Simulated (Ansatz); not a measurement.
# Ni: band structure with LDA

Ni:

```
CELL_PARAMETERS angstrom
2.44802 0.00000 0.00000
-1.22401 2.12005 0.00000
0.00000 0.00000 4.07281
ATOMIC_POSITIONS crystal
Ni 0.66667 0.33333 0.75000
Ni 0.33333 0.66667 0.25000
```

This isn't the form of Ni at room conditions, which is fcc.

- Program: Ansatz 0.2.0
- Task: band structure
- Functional: LDA
- Potentials or basis: all-electron LAPW, scalar-relativistic
- Cutoff: 323 eV (chosen from the basis error)
- Basis error allowed: 0.001 eV/atom
- k mesh: 12 × 12 × 7
- Occupations: fermi-dirac, width 0.05 eV
- Spin: collinear spin, ferromagnetic start
- Starting moments: [1.0, 1.0] μB

```json
{"Pressure": "-11.0 GPa", "Band gap along the path": "none (metal or under the smearing width)", "Net moment": "1.24 μB per cell", "Absolute moment": "1.36 μB per cell", "Site moments": "Ni +0.64 μB"}
```

Stress tensor (GPa, compression positive):
```
 -9.78   0.00   0.00
  0.00  -9.78   0.00
  0.00   0.00 -13.33
```

Levels at the corners of the path, in eV from the Fermi level:
Spin up:
```
point  band 16  band 17  band 18  band 19  band 20  band 21  band 22  band 23
    Γ    -1.63    -1.63    -0.67    -0.67    -0.63     5.55    22.94    25.00
    M    -0.54    -0.51    -0.42     1.23     3.15     9.33     9.83    12.54
    K    -0.87    -0.87    -0.76     4.51     5.20     5.20    12.03    12.81
    Γ    -1.63    -1.63    -0.67    -0.67    -0.63     5.55    22.94    25.00
    A    -2.43    -0.98    -0.98    -0.98    -0.98    14.11    14.11    23.63
    L    -0.99    -0.46    -0.46     1.41     1.41     6.97     6.97    18.53
    H    -1.75    -0.65    -0.65     5.62     5.62     7.22     7.22     9.23
    A    -2.43    -0.98    -0.98    -0.98    -0.98    14.11    14.11    23.63
```
Spin down:
```tsv
point	band 14	band 15	band 16	band 17	band 18	band 19	band 20	band 21	band 22	band 23
Γ	-1.49	-1.49	-0.99	-0.99	-0.60	0.00	0.00	5.96	22.91	25.10
M	-1.81	-1.51	0.18	0.18	0.31	1.70	3.53	9.50	9.99	12.78
K	-2.11	-1.25	-0.16	-0.16	-0.09	4.82	5.50	5.50	12.21	13.00
Γ	-1.49	-1.49	-0.99	-0.99	-0.60	0.00	0.00	5.96	22.91	25.10
A	-1.81	-1.81	-1.81	-0.31	-0.31	-0.31	-0.31	14.31	14.31	23.60
L	-0.93	-0.43	-0.43	0.25	0.25	1.62	1.62	7.32	7.32	18.65
H	-2.35	-1.12	-1.12	0.05	0.05	5.88	5.88	7.50	7.50	9.47
A	-1.81	-1.81	-1.81	-0.31	-0.31	-0.31	-0.31	14.31	14.31	23.60
```

Run time: 21 s on 2 threads of Arm Neoverse V2 (shared host), peak memory 0.51 GiB.
